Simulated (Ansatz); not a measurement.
Starting cell, InN (wurtzite):

```xyz
4
Lattice="3.5369 0.0000 0.0000 -1.7685 3.0631 0.0000 0.0000 0.0000 5.7136" Properties=species:S:1:pos:R:3 pbc="T T T"
In     1.7685     1.0210     0.0116
In     0.0000     2.0420     2.8684
N      1.7685     1.0210     3.5605
N      0.0000     2.0420     0.7037
```

In this cell atom 3 (N, nearest neighbour In at 2.156 Å; its periodic images, 3.5 Å or more away, move with it) is moved by s towards the nearest neighbour, unit vector (-0.820, 0.474, -0.321); all other atoms and the cell stay fixed.

These are PBEsol (plane waves to 420 eV, PAW, scalar-relativistic; Ansatz, an electronic-structure program) values and carry that method's errors. k mesh 9×9×5 (Γ-centred), Fermi-Dirac smearing 0.05 eV. E stands for the smeared free energy. Left out: 1 of 11 points, with atoms too close for the PAW data. With partly filled bands, energies and forces of such displacements shift with the k mesh and the smearing. At this level the bands of InN touch or barely overlap; measurements give the solid a gap. InN was relaxed with its symmetry unable to fall. ΔE is measured from the undisplaced structure.

Successive frames, forces in eV/Å:

```json
[
 {"frame": "s = 0.130 Å", "ΔE (meV/cell)": "109", "F on In1": "(-0.062, 0.036, -0.237)", "F on In2": "(-1.373, 0.793, -0.276)", "F on N3": "(1.489, -0.860, 0.671)", "F on N4": "(-0.054, 0.031, -0.158)"},
 {"frame": "s = 0.000 Å", "ΔE (meV/cell)": "0", "F on In1": "(0.000, 0.000, 0.000)", "F on In2": "(0.000, 0.000, 0.000)", "F on N3": "(0.000, 0.000, 0.000)", "F on N4": "(0.000, 0.000, 0.000)"},
 {"frame": "s = -0.130 Å", "ΔE (meV/cell)": "73", "F on In1": "(0.027, -0.016, 0.252)", "F on In2": "(0.732, -0.422, 0.009)", "F on N3": "(-0.805, 0.465, -0.409)", "F on N4": "(0.047, -0.027, 0.148)"}
]
```

**Question.** What are the energy and the forces in the next frame, s = -0.260 Å?

**Answer.** ΔE (meV/cell) = 239.

```tsv
atom	Fx	Fy	Fz
In1	0.015	-0.009	0.485
In2	1.053	-0.608	-0.126
N3	-1.156	0.667	-0.646
N4	0.088	-0.051	0.287
```

(For displaced atoms, the force is minus the slope of the energy, and its curvature is a force constant, which sets phonon frequencies.)
